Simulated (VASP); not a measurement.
BN:

```
N B
1.0
     1.25112    0.72234    3.37293
    -1.25112    0.72234    3.37293
     0.00000   -1.44467    3.37293
N B
1 1
Cartesian
  0.0000 0.0000 6.7517
  0.0000 0.0000 0.0033
```

The cell is a database's computed one.

| Item | Value |
| --- | --- |
| Program | VASP 6.6.1 |
| Task | relaxation of cell and atoms |
| Functional | revPBE |
| Dispersion | D3(BJ) |
| Potentials or basis | VASP PAW PBE potentials, release 64 (N, B) |
| Cutoff | 600 eV |
| k mesh | 12 × 12 × 12 |
| Occupations | fermi-dirac, width 0.05 eV |
| Spin | no spin polarisation |

At the start: pressure 1.2 GPa; volume 9.14 Å³/atom.

Q: How do energy, volume and symmetry change on relaxing?

A: Over 10 steps the energy falls by 7.0 meV/atom and the volume is 8.45 Å³/atom (-7.6 %); space group R3m (No. 160, to 0.05 Å).

The path:
| step | energy change (eV) | largest force (eV/Å) | pressure (GPa) | volume (Å³) |
| --- | --- | --- | --- | --- |
| 1 | 0.0000 | 0.0043 | 1.16 | 18.29 |
| 2 | 0.0007 | 0.0047 | -4.45 | 18.46 |
| 3 | -0.0017 | 0.0003 | -1.43 | 18.37 |
| 4 | -0.0037 | 0.0044 | -1.36 | 18.22 |
| 5 | -0.0090 | 0.0199 | -1.10 | 17.79 |
| 6 | -0.0138 | 0.0599 | -0.31 | 16.93 |
| 7 | -0.0125 | 0.1104 | 2.25 | 16.79 |
| 8 | -0.0139 | 0.0197 | 0.27 | 16.89 |
| 9 | -0.0137 | 0.0589 | -0.81 | 16.94 |
| 10 | -0.0140 | 0.0008 | 0.03 | 16.91 |

Final structure:
```yaml
crystal:
  lattice:
    - [1.25394, 0.72396, 3.10389]
    - [-1.25394, 0.72396, 3.10389]
    - [0.00000, -1.44792, 3.10389]
  atoms:
    - { symbol: N, position: [0.66742, 0.66742, 0.66742] }
    - { symbol: B, position: [0.00014, 0.00014, 0.00014] }
```

Caveat: the PAW data sets were made with another functional, which shifts forces and pressure a little.
